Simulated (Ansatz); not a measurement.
# Si(111) with Br: bands and core levels, part 4 of 4

What would XPS and angle-resolved spectra of Si(111) with Br look like?

Ansatz 0.2.0; DFT, PBE, plane-wave PAW, scalar-relativistic; PAW set soft_1 (the session's first sound run).

So far, gap on the k-mesh (eV): step 2 (relaxation) 0.981; step 3 (layer-resolved bands, DOS and potential) 0.981.

### 7. Z+1 stand-in on atom 17

System of this step: Si23PH4Br4. The cell holds 32 atoms: 4 Br, 23 Si, 1 P and 4 H. Its edges and angles: a = 7.679 Å, b = 7.679 Å, c = 24.774 Å, α = 90.0°, β = 90.0°, γ = 60.0°. It derives from Si. Regions: ad, 4 atoms (4 Br); L1, 4 atoms (4 Si); L2, 4 atoms (4 Si); L3, 4 atoms (4 Si); mid, 4 atoms (1 P and 3 Si); rest, 12 atoms (8 Si and 4 H). Vacuum lies along c.

The same swap on atom 17.

Contents of input.yaml:

```yaml
crystal:
  lattice:
    - [7.6791796437, 0.0, 0.0]
    - [3.8395898218, 6.6503646517, 0.0]
    - [0.0, 0.0, 24.7737769138]
  atoms:
    - { symbol: Br, position: [0.0, 0.0, 0.7181763716] }
    - { symbol: Br, position: [0.5, 0.0, 0.7181763716] }
    - { symbol: Br, position: [0.0, 0.5, 0.7181763716] }
    - { symbol: Br, position: [0.5, 0.5, 0.7181763716] }
    - { symbol: Si, position: [0.0, 0.0, 0.6276930952] }
    - { symbol: Si, position: [0.5, 0.0, 0.6276930952] }
    - { symbol: Si, position: [0.0, 0.5, 0.6276930952] }
    - { symbol: Si, position: [0.5, 0.5, 0.6276930952] }
    - { symbol: Si, position: [0.8333333333, 0.3333333333, 0.5962373501] }
    - { symbol: Si, position: [0.3333333333, 0.3333333333, 0.5962373501] }
    - { symbol: Si, position: [0.8333333333, 0.8333333333, 0.5962373501] }
    - { symbol: Si, position: [0.3333333333, 0.8333333333, 0.5962373501] }
    - { symbol: Si, position: [0.8333333333, 0.3333333333, 0.5006848683] }
    - { symbol: Si, position: [0.3333333333, 0.3333333333, 0.5006848683] }
    - { symbol: Si, position: [0.8333333333, 0.8333333333, 0.5006848683] }
    - { symbol: Si, position: [0.3333333333, 0.8333333333, 0.5006848683] }
    - { symbol: P, position: [0.1666666667, 0.1666666667, 0.4683903083] }
    - { symbol: Si, position: [0.6666666667, 0.1666666667, 0.4683903083] }
    - { symbol: Si, position: [0.1666666667, 0.6666666667, 0.4683903083] }
    - { symbol: Si, position: [0.6666666667, 0.6666666667, 0.4683903083] }
    - { symbol: Si, position: [0.1666666667, 0.1666666667, 0.373126513] }
    - { symbol: Si, position: [0.6666666667, 0.1666666667, 0.373126513] }
    - { symbol: Si, position: [0.1666666667, 0.6666666667, 0.373126513] }
    - { symbol: Si, position: [0.6666666667, 0.6666666667, 0.373126513] }
    - { symbol: Si, position: [0.0, 0.0, 0.341490118] }
    - { symbol: Si, position: [0.5, 0.0, 0.341490118] }
    - { symbol: Si, position: [0.0, 0.5, 0.341490118] }
    - { symbol: Si, position: [0.5, 0.5, 0.341490118] }
    - { symbol: H, position: [0.0, 0.0, 0.282556835] }
    - { symbol: H, position: [0.5, 0.0, 0.282556835] }
    - { symbol: H, position: [0.0, 0.5, 0.282556835] }
    - { symbol: H, position: [0.5, 0.5, 0.282556835] }
kpoints:
  mp_grid: { grid: [3, 3, 1] }
scf:
  occupations: { method: fermi_dirac, width: 0.02 }
  n_extra_bands: 25
hamiltonian:
  xc: pbe
  pseudopotentials: { kind: paw, azcp: { folder: soft_1 } }
output:
  forces: true
  write_potential: true
  volumetric_format: []
efield:
  axis: 3
  dipole_correction: true
```

The run is started by

```
$ ansatz run input.yaml --threads 4 --pin off --max-ram 11264MiB --backend cpu --events-out ev --progress --plain --runs-dir out
```

Numbers of over 12 decimals in the logs are rounded to 6 here.

The log of the run:

```text
[...]
Crystal: 32 atoms, lattice volume = 1265.181 Å³
Basis set: ecut = 420 eV, 24701 PW (Γ), exchange–correlation on 108×108×360 points (8 copies of the dense FFT grid, shifted against one another)
Bands: 90, of which v1, the nominal top of the filled ones, is band 65 counted from 1 (64 counted from 0)
Symmetry: 6 space group operations
[...]
max |Σ_I F_I| component: 4.88e-5 eV/Å
--- Band table (eV) ---
  k-point 0: bands = [... 61 lower, -0.2982, 0.1217, 0.1217, 0.6163, 1.0973, 1.0973, 1.3312, 1.6528, ... 21 higher]
  k-point 1: bands = [... 61 lower, -0.7581, -0.6571, -0.2033, 1.0428, 1.6491, 1.8328, 1.9485, 1.9638, ... 21 higher]
  k-point 2: bands = [... 61 lower, -1.0015, -0.9172, -0.8942, 1.8490, 2.1195, 2.2436, 2.4214, 2.5448, ... 21 higher]
[key lines of the parts left out:]
SCF converged after 16 iterations
Free energy (F): -26578.043730 eV
Fermi energy:    1.047462 eV
Dipole field:    D = -0.037537 V/Å  (p = -0.262455 e·Å, saw-weighted, corrected)
Work function:   Φ+ = 4.5160 eV   Φ− = 3.5861 eV
```

It took 15 s on 4 threads of Arm Neoverse V2, shared host; peak memory 1.8 GiB; 59 s of CPU time.

This step gave:

```
free energy             : -26578.0437 eV
energy at zero smearing : -26578.0334 eV
smearing term TS        : 0.02071 eV
Fermi energy            : 1.047 eV
```

### 8. Shifts from the Z+1 runs

An atom with a screened core hole acts like the next element, so the difference of two such total energies is the shift between the two sites; positive is more bound. Shifts count from the last listed atom of each element.

| atom | region | replaced by | shell meant | free energy (eV) | shift (eV) |
| --- | --- | --- | --- | --- | --- |
| Si5 | layer 1 | P | 2p | -26577.322 | +0.72 |
| Si8 | layer 1 | P | 2p | -26577.322 | +0.72 |
| Si9 | layer 2 | P | 2p | -26578.085 | -0.04 |
| Si17 | middle | P | 2p | -26578.044 | +0.00 |

The stand-in's nearest image is 7.7 Å away. The method gives no absolute levels and the same shift for every shell of an atom. Sites with equal energies can be equivalent by symmetry.

### 9. Other settings

This step: DFT, PBE, plane-wave PAW, default files, scalar-relativistic; changed: hamiltonian.pseudopotentials = {"kind": "nc"}, basis.ecutrho_ratio = 9 (Ansatz 0.2.0).

System of this step: Si6HBr. The cell holds 32 atoms: 4 Br, 24 Si and 4 H. Cell: a = 7.679 Å, b = 7.679 Å, c = 24.774 Å, α = 90.0°, β = 90.0°, γ = 60.0°. It derives from Si. How the cell was made: terminated face; group: Br; share of top atoms: 1; rest: H; oxygen in back bonds: 0; lower face: H. Regions: ad, 4 atoms (4 Br); L1, 4 atoms (4 Si); L2, 4 atoms (4 Si); L3, 4 atoms (4 Si); mid, 4 atoms (4 Si); rest, 12 atoms (8 Si and 4 H). Vacuum lies along c.

Some settings are changed to see whether the read-outs move.

Edit input.yaml of step 7 so:

```diff
@@ -22,3 +22,3 @@
     - { symbol: Si, position: [0.3333333333, 0.8333333333, 0.5006848683] }
-    - { symbol: P, position: [0.1666666667, 0.1666666667, 0.4683903083] }
+    - { symbol: Si, position: [0.1666666667, 0.1666666667, 0.4683903083] }
     - { symbol: Si, position: [0.6666666667, 0.1666666667, 0.4683903083] }
@@ -42,6 +42,6 @@
   occupations: { method: fermi_dirac, width: 0.02 }
-  n_extra_bands: 25
+  n_extra_bands: 36
 hamiltonian:
   xc: pbe
-  pseudopotentials: { kind: paw, azcp: { folder: soft_1 } }
+  pseudopotentials: { kind: nc }
 output:
@@ -50,2 +50,14 @@
   volumetric_format: []
+  dos:
+    projected:
+      site_lists:
+        adsorbate: [0, 1, 2, 3]
+        layer_1: [4, 5, 6, 7]
+        layer_2: [8, 9, 10, 11]
+        layer_3: [12, 13, 14, 15]
+        middle: [16, 17, 18, 19]
+        other_layers: [20, 21, 22, 23, 24, 25, 26, 27, 28, 29, 30, 31]
+    de: 0.05
+    e_range: [-30, 12]
+    method: { smearing: { sigma: 0.12, scheme: gaussian } }
 efield:
@@ -53 +65,3 @@
   dipole_correction: true
+basis:
+  ecutrho_ratio: 9
```

The log of the run:

```text
[...]
Crystal: 32 atoms, lattice volume = 1265.181 Å³
Basis set: ecut = 979.609905 eV, 88165 PW (Γ), exchange–correlation on 240×240×768 points (8 copies of the dense FFT grid, shifted against one another)
Bands: 100, of which v1, the nominal top of the filled ones, is band 64 counted from 1 (63 counted from 0)
Symmetry: 24 space group operations
[...]
k-points: 3 of 9 (time reversal used)
[...]
SCF iter   1: F=—  HF=-4964.481216 eV  |F-HF|=—  |Δ(HF+E_count)|=         —  Δρ=3.47e-2  dr2=1.40e1  ethr=3.10e-3  p=0.000 e·Å  D=1.72e-9 V/Å  ΔV_dip=-0.00 eV  dr2_dipole=6.21e-2  V_vac-E_F(+/−)=6.16/6.16 eV  ⟨swp⟩=10.0  Hψ=1968  notcnv=0  defer=13
[...]
SCF iter  10: F=-4960.813165 eV  HF=-4960.813165 eV  |F-HF|=5.39e-9  |Δ(HF+E_count)|=   5.87e-7  Δρ=1.48e-6  dr2=5.53e-8  ethr=7.81e-11  p=-0.225 e·Å  D=-3.22e-2 V/Å  ΔV_dip=0.80 eV  dr2_dipole=4.10e-9  V_vac-E_F(+/−)=4.86/4.06 eV  ⟨swp⟩=25.3  Hψ=3521  notcnv=0
SCF 1 converged in 10 iterations: F = -4960.813165 eV  dr2 = 5.53e-8
[...]
SCF converged after 10 iterations
Free energy (F): -4960.813165 eV
[...]
Internal energy: -4960.813165 eV  (E = F + TS)
E sigma→0 (E₀):  -4960.813165 eV
Fermi energy:    0.642677 eV
Dipole field:    D = -0.032257 V/Å  (p = -0.225535 e·Å, saw-weighted, corrected)
Work function:   Φ+ = 4.8563 eV   Φ− = 4.0571 eV
[...]
--- Forces (eV/Å), atoms counted from 1 ---
  atom   1  Br     0.00000000     0.00000000    -0.01672899
  atom   2  Br     0.00000000     0.00000000    -0.01672899
  atom   3  Br     0.00000000     0.00000000    -0.01672899
  atom   4  Br     0.00000000     0.00000000    -0.01672899
  atom   5  Si    -0.00000000    -0.00000000     0.01447113
  atom   6  Si    -0.00000000    -0.00000000     0.01447113
  atom   7  Si    -0.00000000    -0.00000000     0.01447113
  atom   8  Si    -0.00000000    -0.00000000     0.01447113
  atom   9  Si     0.00000000     0.00000000     0.00269009
  atom  10  Si     0.00000000     0.00000000     0.00269009
  atom  11  Si     0.00000000     0.00000000     0.00269009
  atom  12  Si     0.00000000     0.00000000     0.00269009
  atom  13  Si    -0.00000000    -0.00000000    -0.00800120
  atom  14  Si    -0.00000000    -0.00000000    -0.00800120
  atom  15  Si    -0.00000000    -0.00000000    -0.00800120
  atom  16  Si    -0.00000000    -0.00000000    -0.00800120
  atom  17  Si     0.00000000     0.00000000     0.00889343
  atom  18  Si     0.00000000     0.00000000     0.00889343
  atom  19  Si     0.00000000     0.00000000     0.00889343
  atom  20  Si     0.00000000     0.00000000     0.00889343
  atom  21  Si    -0.00000000    -0.00000000    -0.08175091
  atom  22  Si    -0.00000000    -0.00000000    -0.08175091
  atom  23  Si    -0.00000000    -0.00000000    -0.08175091
  atom  24  Si    -0.00000000    -0.00000000    -0.08175091
  atom  25  Si     0.00000000     0.00000000     0.85872144
  atom  26  Si     0.00000000     0.00000000     0.85872144
  atom  27  Si     0.00000000     0.00000000     0.85872144
  atom  28  Si     0.00000000     0.00000000     0.85872144
  atom  29  H     -0.00000000     0.00000000    -0.77826599
  atom  30  H     -0.00000000     0.00000000    -0.77826599
  atom  31  H     -0.00000000     0.00000000    -0.77826599
  atom  32  H     -0.00000000     0.00000000    -0.77826599
  max |Σ_I F_I| component: 1.16e-4 eV/Å
--- Band table (eV) ---
  k-point 0: bands = [... 60 lower, -0.2788, -0.2788, 0.1581, 0.1581, 1.1354, 1.1354, 1.1354, 1.6408, ... 32 higher]
  k-point 1: bands = [... 60 lower, -0.9920, -0.7031, -0.6821, -0.1843, 1.2728, 1.8528, 1.9462, 1.9462, ... 32 higher]
  k-point 2: bands = [... 60 lower, -1.3470, -0.9469, -0.9469, -0.9469, 2.0788, 2.4135, 2.4135, 2.4135, ... 32 higher]
```

Run time: 51 s. Hardware: 4 threads; peak memory 8.1 GiB; 3.3 min of CPU time.

Numbers from this step:

```
free energy                                                         : -4960.8132 eV
Fermi energy                                                        : 0.6427 eV
symmetry operations                                                 : 24
gap on the k-mesh                                                   : 0.9774 eV
share of occupied states in no projected shell                      : 0.0102 of the occupied states in the window
ionisation potential, upper face                                    : 5.340 eV
upper vacuum level less the lowest empty level (Kohn–Sham affinity) : 4.363 eV
ionisation potential, lower face                                    : 4.542 eV
```

Side by side:

| quantity | this run | base run | difference |
| --- | --- | --- | --- |
| ionisation potential, upper face (eV) | 5.3404 | 5.3452 | -0.00480 |
| upper vacuum level less the lowest empty level (Kohn–Sham affinity) (eV) | 4.363 | 4.364 | -1.0e-3 |
| gap on the k-mesh (eV) | 0.97735 | 0.98122 | -0.00387 |

The ionisation potential, upper vacuum level less the lowest empty level (Kohn–Sham affinity) and gap on the k-mesh move by 0.00 eV at most against the base run, so this change doesn't matter for them.

### 10. What came out

| Item | Value |
| --- | --- |
| ionisation potential | 5.35 eV (upper face; lower face 4.54 eV) |
| electron affinity (Kohn–Sham) | 4.36 eV (slab's lowest empty level against the upper vacuum) |
| Si core shifts among the listed atoms, from the last listed one | -0.04 to +0.72 eV |

The valence top of Si(111) with Br lies 5.35 eV (upper face; lower face 4.54 eV) below the vacuum and the lowest empty level 4.36 eV below the vacuum of the upper face. No level with weight over 0.3 between −3.0 and 3.0 eV at the labelled points has over 60 % of its weight in the top region and under 6 % in the middle, the test used here for a surface state; levels near these limits can still be surface states of a thicker slab. The upper face's value lies 0.81 eV above that of the hydrogen-covered lower face; the difference is the dipole step of the groups. Core shifts by the Z+1 route: Si -0.04 to +0.72 eV. Among the sites run, the most bound Si 2p level is that of Si8 (layer 1), tied with Si5, bonded to 3 Si and 1 Br; the least bound, 0.76 eV shallower, that of Si9 (layer 2), bonded to 4 Si. That is the order that electronegative neighbours give as a rule, though screening of the hole enters too. With the next element in place the extra electron enters the lowest empty band of the cell, and its attraction to the stand-in enters the order. At 21.2 eV the valence spectrum has its highest listed peaks within 10.8 eV at 1.5 eV (Br 4p), 2.0 eV (Br 4p), 2.6 eV (Br 4p), 3.2 eV (Br 4p) and 3.8 eV (Br 4p). At 1486.7 eV the valence spectrum has its highest listed peaks within 13 eV at 1.5 eV (Br 4p), 2.0 eV (Br 4p), 2.6 eV (Br 4p), 3.2 eV (Br 4p) and 3.8 eV (Br 4p), and the deeper Br 4s line at 14.9 eV is higher still. The shell named is the one with most of the intensity, cross sections included, not always the one with most states there. In the main run, from 1486.7 eV towards hard X-rays the Br 4s share grows by 22 points, as its cross section falls more slowly with photon energy than those of the shells it gains on. The spectra rest on a 3×3×1 mesh, so closely spaced maxima can be ripples of the mesh. The slab's own atoms span 7.1 Å, so bulk bands appear as a few quantum-well levels, and states of the two faces can mix. The affinity uses the Kohn–Sham gap, which is too small, so the true affinity is lower and the true ionisation potential usually higher.

[Logs are printed without paths, hosts, clocks, repeated set-up lines and the standing remarks that a program may print on its own settings, such as how far it seeks lower states.]

[Hosts, paths, dates, database ids (printed as entryN), source tags and the programs' standing remarks are cut or masked in the printed files.]

[Maps of the electrostatic potential energy from Ansatz leave out the sawtooth potential of an applied field or a dipole correction, so their vacuum need not be flat; work functions include it.]
